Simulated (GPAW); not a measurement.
The system is TaS2.

```
Ta S
1.0
     3.35000    0.00000    0.00000
    -1.67500    2.90119    0.00000
     0.00000    0.00000    5.86000
Ta S
1 2
Direct
  0.00000 0.00000 0.00000
  0.66667 0.33333 0.75000
  0.33333 0.66667 0.25000
```

- Program: GPAW 26.7.0
- Task: relaxation of cell and atoms
- Functional: revPBE
- Potentials or basis: the program's PAW data sets (release 1.2.1) made for this functional
- Cutoff: 600 eV
- Basis: pw
- k mesh: 7 × 7 × 4
- Occupations: fermi-dirac, width 0.05 eV
- Spin: no spin polarisation

At the start: pressure 11.6 GPa; volume 18.98 Å³/atom.

Task: How do energy, volume and symmetry change on relaxing?

Result: Over 16 steps the energy falls by 85.9 meV/atom and the volume is 26.48 Å³/atom (+39.5 %); space group P-3m1 (No. 164, to 0.05 Å).

The path:
```csv
step,energy change (eV),largest force (eV/Å),pressure (GPa),volume (Å³)
1,0.0000,1.3349,11.62,56.95
2,-0.1055,0.6642,6.76,58.08
3,-0.1594,0.1261,1.20,59.67
4,-0.1616,0.1856,0.73,59.91
5,-0.1688,0.3018,-0.41,60.82
6,-0.1797,0.3592,-1.39,62.28
7,-0.1969,0.2941,-1.90,64.78
8,-0.2110,0.0774,-1.38,67.41
9,-0.2162,0.0799,-0.70,68.54
10,-0.2205,0.1722,-0.12,68.98
11,-0.2300,0.2846,0.94,69.55
12,-0.2391,0.2631,1.38,70.21
13,-0.2476,0.1263,1.08,71.77
14,-0.2530,0.0291,0.54,74.18
15,-0.2568,0.0126,0.17,77.54
16,-0.2578,0.0147,0.06,79.43
```

Final structure:
```yaml
crystal:
  lattice:
    - [3.41324, 0.00000, 0.00000]
    - [-1.70662, 2.95595, 0.00000]
    - [0.00000, 0.00000, 7.87261]
  atoms:
    - { symbol: Ta, position: [0.00000, 0.00000, 0.00000] }
    - { symbol: S, position: [0.66667, 0.33333, 0.80593] }
    - { symbol: S, position: [0.33333, 0.66667, 0.19407] }
```

Caveat: later steps reuse the first step's grids; the volume moved by over 15 % at a fixed basis, so the end points are rough; this functional lacks dispersion, which binds the layers, so the pressure and a relaxed spacing across them are unreliable, and here the layers came unbound; the volume moved by +39 % from the deposited cell, more than functionals usually miss.
